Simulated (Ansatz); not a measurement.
# WS2: the cost of one run

Computed with Ansatz 0.2.0 (DFT PBEsol, scalar-relativistic, plane waves, PAW, unless a step's input says otherwise).

2 further runs of the same task are left out: 2 set aside as unsound or not needed.

## (1) The starting structure

Symmetry: P-6m2, No. 187, hexagonal system. The conventional cell has a = 3.146 Å, b = 3.146 Å, c = 28.351 Å, α = 90.00°, β = 90.00°, γ = 120.00°. W (site symmetry -6m2) has 6 S at 2.40 Å in its first shell of neighbours. Around W (site symmetry 3m) lie 6 S at 2.40 Å. Around S (site symmetry 3m) lie 3 W at 2.40 Å.

Coordinates:

```cif
data_structure
_symmetry_space_group_name_H-M 'P 1'
_symmetry_Int_Tables_number 1
_cell_length_a 3.1459
_cell_length_b 3.1459
_cell_length_c 28.3508
_cell_angle_alpha 90.000
_cell_angle_beta 90.000
_cell_angle_gamma 120.000
_cell_volume 242.99
loop_
_atom_site_label
_atom_site_type_symbol
_atom_site_fract_x
_atom_site_fract_y
_atom_site_fract_z
_atom_site_occupancy
W1 W 0.66667 0.33333 0.65971 1
W2 W 0.33333 0.66667 0.88364 1
W3 W 0.33333 0.66667 0.43583 1
S1 S 0.66667 0.33333 0.93890 1
S2 S 0.66667 0.33333 0.49112 1
S3 S 0.33333 0.66667 0.71501 1
S4 S 0.66667 0.33333 0.82834 1
S5 S 0.66667 0.33333 0.38057 1
S6 S 0.33333 0.66667 0.60442 1
```

It goes back to an entry of the Materials Project, which need not be the stable form.

It is the result of an earlier relaxation at this level (volume 27.00 Å³/atom; gap on the mesh: 1.33 eV).

## (2) Reference cell for the strains

input.yaml

```yaml
crystal:
  lattice:
    - [3.145939991, 0.0, 0.0]
    - [-1.5729699955, 2.724463951, 0.0]
    - [0.0, 0.0, 28.3508022257]
  atoms:
    - { symbol: W, position: [0.6666666667, 0.3333333333, 0.6597120996] }
    - { symbol: W, position: [0.3333333333, 0.6666666667, 0.8836408736] }
    - { symbol: W, position: [0.3333333333, 0.6666666667, 0.4358250161] }
    - { symbol: S, position: [0.6666666667, 0.3333333333, 0.938897652] }
    - { symbol: S, position: [0.6666666667, 0.3333333333, 0.4911237062] }
    - { symbol: S, position: [0.3333333333, 0.6666666667, 0.7150064727] }
    - { symbol: S, position: [0.6666666667, 0.3333333333, 0.8283423722] }
    - { symbol: S, position: [0.6666666667, 0.3333333333, 0.3805680658] }
    - { symbol: S, position: [0.3333333333, 0.6666666667, 0.6044177318] }
basis:
  ecutwfc: 420
kpoints:
  mp_grid: { grid: [12, 12, 1] }
hamiltonian:
  xc: pbesol
scf:
  occupations: { method: gaussian, width: 0.02 }
output:
  forces: true
  stress: true
  eigenvalues: true
```

Launch:

```
> ansatz run input.yaml --threads 2 --pin off --max-ram 5120MiB --backend cpu --events-out ev --progress --plain --runs-dir out
```

Q: Estimate wall time and peak memory on 2 threads of Arm Neoverse V2, shared host.

About 9.2 s, with a peak of 0.52 GiB.
